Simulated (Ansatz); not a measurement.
# CuCl2 in Ansatz: the effect of functional

Crystal: CuCl2.

```
Cu Cl
1.0
     4.45955    0.00000    0.00000
     0.00000    4.45955    0.00000
     0.00000    0.00000    4.25936
Cu Cl
1 2
Direct
  0.00000 0.00000 0.00000
  0.00000 0.50000 0.00000
  0.50000 0.00000 0.00000
```

Measurements of this composition are mostly on another form, of space group No. 12.

The cell isn't the ideal one: volume scaled by 0.96.

Alike in all runs:

- Program: Ansatz 0.2.0
- Task: single point
- Potentials or basis: Ansatz PAW
- k mesh: 6 × 6 × 6
- Occupations: fermi-dirac, width 0.05 eV
- Spin: no spin polarisation

| functional | cutoff | pressure (GPa) |
| --- | --- | --- |
| LDA | 420 eV (not typed: the program's choice for these potentials) | -2.0 |
| PBEsol | 420 eV (not typed: the program's choice for these potentials) | ? |
| r2SCAN | 500 eV (not typed: the program's choice for these potentials) | 0.8 |

Question: What does the run with functional PBEsol give?

Answer: Pressure -0.2 GPa.

Caveats: an odd number of electrons without spin polarisation forces a metal; a magnetic or distorted state may lie lower; the run has no spin polarisation, though such a crystal can be magnetic; the PAW data sets come from PBE, with cores solved anew for the run's functional, which leaves a small shift of forces and pressure; this functional lacks dispersion, which binds the layers, so the pressure and a relaxed spacing across them are unreliable (some runs).

Runs at the PBE level aren't shown here.
